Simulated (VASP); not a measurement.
Crystal: GaSb.

```
CELL_PARAMETERS angstrom
0.00000 3.05900 3.05900
3.05900 0.00000 3.05900
3.05900 3.05900 0.00000
ATOMIC_POSITIONS crystal
Sb 0.75000 0.75000 0.75000
Ga 0.00000 0.00000 0.00000
```

* Program: VASP 6.6.1
* Task: relaxation of cell and atoms
* Functional: LDA
* Potentials or basis: VASP PAW LDA potentials, release 64 (Sb, Ga_d)
* Cutoff: 600 eV
* k mesh: 8 × 8 × 8
* Occupations: fermi-dirac, width 0.05 eV
* Spin: no spin polarisation

At the start: pressure -1.6 GPa; volume 28.62 Å³/atom.

**Question.** How do energy, volume and symmetry change on relaxing?

**Answer.** Over 7 steps the energy falls by 4.3 meV/atom and the volume is 27.78 Å³/atom (-3.0 %); space group F-43m (No. 216, to 0.05 Å).

The path:
| step | energy change (eV) | largest force (eV/Å) | pressure (GPa) | volume (Å³) |
| --- | --- | --- | --- | --- |
| 1 | 0.0000 | 0.0000 | -1.56 | 57.25 |
| 2 | -0.0077 | 0.0000 | 0.55 | 54.97 |
| 3 | -0.0087 | 0.0000 | -0.06 | 55.51 |
| 4 | -0.0087 | 0.0000 | 0.12 | 55.46 |
| 5 | -0.0086 | 0.0000 | -0.30 | 55.62 |
| 6 | -0.0087 | 0.0000 | 0.06 | 55.54 |
| 7 | -0.0087 | 0.0000 | -0.05 | 55.56 |

Final structure:
```cif
data_structure
_symmetry_space_group_name_H-M 'P 1'
_symmetry_Int_Tables_number 1
_cell_length_a 4.2830
_cell_length_b 4.2830
_cell_length_c 4.2830
_cell_angle_alpha 60.000
_cell_angle_beta 60.000
_cell_angle_gamma 60.000
_cell_volume 55.56
loop_
_atom_site_label
_atom_site_type_symbol
_atom_site_fract_x
_atom_site_fract_y
_atom_site_fract_z
_atom_site_occupancy
Sb1 Sb 0.75000 0.75000 0.75000 1
Ga1 Ga 0.00000 0.00000 0.00000 1
```
